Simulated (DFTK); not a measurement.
Pd in DFTK: convergence with supersampling

The system is Pd.

```
Pd
1.0
     0.05922    1.92982    2.01326
     1.94945    0.04753    2.02495
     1.95913    1.95118    0.03786
Pd
1
Direct
  0.96696 0.89722 0.14418
```

The cell isn't the ideal one: cell strained at random.

- Program: DFTK 0.8.2
- Task: convergence study
- Functional: LDA
- Potentials or basis: cp2k.nc.sr.lda.v0_1.largecore.gth (LDA, GTH, large core)
- Cutoff: 844 eV
- k mesh: 5 × 5 × 5
- Occupations: fermi-dirac, width 0.15 eV
- Spin: no spin polarisation

These are the settings of the first run; the series varies supersampling, with any setting tied to it.

Hardware: 1 thread of Intel(R) Xeon(R) 6975P-C (Granite Rapids), with other jobs on the host.

| supersampling | energy less the tightest run, at zero smearing (meV/atom) | SCF cycles |
| --- | --- | --- |
| 1.2 | -0.02 | 12 |
| 1.4 | 0.00 | 12 |
| 1.6 | 0.00 | 12 |
| 1.8 | 0.00 | 12 |
| 2 | 0.00 | 12 |
| 2.5 | 0.00 | 12 |

Against the tightest run, the energy stays within 1 meV/atom from 1.2 on. The tightest run that finished is the yardstick and may itself not be fully converged.

Caveat, for the tightest run too: the k mesh is coarse (spacing up to 0.57 Å⁻¹), so the values aren't converged; the cutoff is short for these potentials, so energies and forces aren't converged, fitted volumes are rough and the log's stress (off by 3 to 10 GPa or more in trials) isn't used.
